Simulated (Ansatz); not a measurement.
## What moves the field gradients of ZrS2?

Cell of run 1: a Materials Project structure (computed, not necessarily an observed phase), taken as it stands.

```yaml
crystal:
  lattice:
    - [3.69138, 0.00000, 0.00000]
    - [-1.84569, 3.19683, 0.00000]
    - [0.00000, 0.00000, 6.04108]
  atoms:
    - { symbol: Zr, position: [0.00000, 0.00000, 0.00000] }
    - { symbol: S, position: [0.66667, 0.33333, 0.76209] }
    - { symbol: S, position: [0.33333, 0.66667, 0.23791] }
```

Atom numbers follow the list; atoms alike are taken as one site, whose name carries the number of the first.

Relaxed positions (PBE, cell held):

```
CELL_PARAMETERS angstrom
3.69138 0.00000 0.00000
-1.84569 3.19683 0.00000
0.00000 0.00000 6.04108
ATOMIC_POSITIONS crystal
Zr 0.00000 0.00000 0.00000
S 0.66667 0.33333 0.76141
S 0.33333 0.66667 0.23859
```

All runs are DFT with Ansatz 0.2.0 (plane waves and PAW, scalar-relativistic unless spin–orbit coupling is named, Γ-centred meshes, Fermi–Dirac smearing where given) in this cell.

Run 1: PBE, atoms as given; 420 eV, 10×10×6 k-points, smearing 0.01 eV.
Run 2: r2SCAN, atoms as given; 500 eV, 10×10×6 k-points, smearing 0.01 eV.
Run 3: PBE, atoms relaxed; 420 eV, 10×10×6 k-points, smearing 0.01 eV.
Run 4: r2SCAN, at the relaxed atoms; 500 eV, 10×10×6 k-points, smearing 0.01 eV.

```json
{"run": "1", "Zr V_zz (η)": "-0.51 (0.00)", "S V_zz (η)": "-0.27 (0.00)"}
{"run": "2", "Zr V_zz (η)": "-0.29 (0.00)", "S V_zz (η)": "-0.24 (0.00)"}
{"run": "3", "Zr V_zz (η)": "?", "S V_zz (η)": "?"}
{"run": "4", "Zr V_zz (η)": "-0.34 (0.00)", "S V_zz (η)": "-0.22 (0.00)"}
```

V_zz in 10²¹ V/m².

Q: Estimate the row of run 3.

A: Zr: -0.57 (0.00); S: -0.25 (0.00). It lies nearest to run 1, from whose tensors on these sites it differs by 0.05 at most (largest principal value of the difference, on Zr). Taken one at a time, the functional (r2SCAN with its higher cutoff) moves the tensors on these sites by up to 0.23 (largest principal value of the change, on Zr), the positions of the atoms (as given or relaxed) by 0.05 (Zr).

Without spin–orbit coupling (the program notes it for Zr) the gradients can shift somewhat, as the gap is small. Without spin–orbit coupling (the program notes it for Zr) the gradients are little affected as a rule: paired runs on crystals with a gap mostly move them by under 2 % at such atoms.
